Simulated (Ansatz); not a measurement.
# TePb (Fm-3m), stationary points along a deformation path

These are results of Ansatz, DFT PBE, scalar-relativistic, plane waves, PAW, not measurements. Cutoff 420 eV, Γ-centred 8×8×8 k-points, Gaussian smearing of 0.05 eV. Spin–orbit coupling is left out, which matters for the heavy elements here. No spin polarisation. Energies are free energies at this smearing, counted from the undisturbed cell; pressure is positive in compression.

The starting cell (as given, not relaxed at this level; it stands at 2.3 GPa):

```
Te Pb
1.0
     0.00000    3.22700    3.22700
     3.22700    0.00000    3.22700
     3.22700    3.22700    0.00000
Te Pb
1 1
Direct
  0.50000 0.50000 0.50000
  0.00000 0.00000 0.00000
```

At fixed volume and fractional coordinates, lengths along (0.577, 0.577, 0.577) are scaled against those across it; ρ is that ratio over its starting value. V = 33.604 Å³/atom. Δσ is the stress along the axis less the mean stress across it (compression positive).

```csv
ρ,ΔE (meV/atom),Δσ (GPa),space group
0.500,224.4,0.00,Pm-3m
0.600,211.4,2.56,R-3m
0.710,136.6,3.61,R-3m
0.850,42.9,3.37,R-3m
0.930,9.6,1.83,R-3m
1.000,0.0,0.00,Fm-3m
1.080,12.4,-2.37,R-3m
1.200,72.4,-5.96,R-3m
1.410,235.3,-7.32,R-3m
1.700,399.7,-5.33,R-3m
2.000,492.0,-2.59,R-3m
```

Problem. How does the stress give the slope of the energy, and where is the energy stationary?

Solution. Along the path d ln(length) is 2/3 d ln ρ on the axis and −1/3 d ln ρ across it, so dE/d ln ρ = −(2/3) V Δσ: the energy falls with ρ where Δσ is positive. Δσ vanishes or changes sign at ρ = 0.500 (Pm-3m, an end of the scan), at 224.4 meV/atom; at ρ = 1.000 (Fm-3m), a minimum at 0.0 meV/atom. Pairs of stationary points between two samples would go unseen, and could change a minimum read from distant neighbours into a maximum. At ρ = 0.500, 1.000 the cell is cubic, where symmetry alone makes the stress isotropic and the slope zero.

Problem. Which shear constant sets the curvature at ρ = 1?

Solution. For a cubic crystal E/V = (2/3) C (ln ρ)² with C = C44, so Δσ = −2C ln ρ. The parabola of Δσ against ln ρ through ρ = 0.930, 1 and 1.080 gives C ≈ 13.9 GPa with the ions clamped, rough because the steps are large. It is the stress–strain coefficient at this cell's pressure of 2.3 GPa, not the zero-pressure constant.

The gap closes along the scan, which can put kinks into the curve.